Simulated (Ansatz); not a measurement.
Space group Im-3m (No. 229). a = 2.500 Å, b = 2.500 Å, c = 2.500 Å, α = 90.00°, β = 90.00°, γ = 90.00°
```tsv
atom	site	symmetry	x	y	z
Be	2a	m-3m	0.0000	0.0000	0.0000
```

Equation of state of this Be structure (not necessarily the ground state), with shape and atoms relaxed at each volume where symmetry leaves them free. It has no gap at any of these volumes. All numbers below come from DFT PBE, scalar-relativistic, plane waves, PAW in Ansatz.

Settings: cutoff 420 eV, Γ-centred mesh 24×24×24 on the computed 1-atom cell, Gaussian smearing of 0.10 eV; no spin polarisation.

| V (Å³/atom) | E − E(largest V) (meV/atom) | P (GPa) |
| --- | --- | --- |
| 6.879 | 26.02 | 19.63 |
| 7.113 | 1.74 | 13.70 |
| 7.348 | -14.43 | 8.52 |
| 7.582 | -23.50 | 3.98 |
| 7.817 | -26.35 | 0.01 |
| 8.051 | -23.74 | -3.49 |
| 8.286 | -16.33 | -6.55 |
| 8.598 | 0.00 | -9.98 |

Problem. Fit a third-order Birch–Murnaghan equation to E(V).

Solution. V0 = 7.82 Å³/atom, B0 = 124 GPa, B0' = 3.3.

This bcc form isn't the element's structure at ambient conditions.